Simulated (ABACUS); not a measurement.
BP, 2 atoms in the cell. It takes space group F-43m (No. 216, cubic). Conventional cell: a = 4.538 Å, b = 4.538 Å, c = 4.538 Å, α = 90.00°, β = 90.00°, γ = 90.00°. P (site symmetry -43m) is surrounded by 4 B at 1.97 Å. B (site symmetry -43m) has 4 P at 1.97 Å as nearest neighbours. 

| Item | Value |
| --- | --- |
| Program | ABACUS 3.10.1 |
| Task | single point |
| Functional | PBE |
| Potentials or basis | SPMS ONCV 1.0 PBE |
| Cutoff | 1034 eV |
| Density cutoff | 4136 eV |
| Basis | plane waves |
| k mesh | 7 × 7 × 7 |
| Occupations | fermi-dirac, width 0.05 eV |
| Spin | no spin polarisation |
| Radial cutoff of the potentials (pseudo_rcut) | 7 bohr |
| SCF threshold on the density | 1e-08 |
| Max SCF steps | 100 |
| Eigensolver | dav |
| Mixing | broyden |
| Mixing share | 0.7 |
| Symmetry key | 1 |
| Bands | 8 |

Potentials or basis: SPMS ONCV 1.0 PBE, plane waves.

Command:

```bash
$ OMP_NUM_THREADS=1 mpirun -np 4 abacus > log
```

Hardware: 4 MPI ranks on Intel(R) Xeon(R) Platinum 8259CL CPU @ 2.50GHz (Skylake/Cascade Lake), on a shared host.

Question: How long does it take, and how much memory?

Answer: Wall time 4.5 s on 4 MPI ranks on Intel(R) Xeon(R) Platinum 8259CL CPU @ 2.50GHz (Skylake/Cascade Lake) (shared host), peak memory 0.24 GiB a rank. Counts: scf iterations 7, k points 20, bands 8, ranks 4.
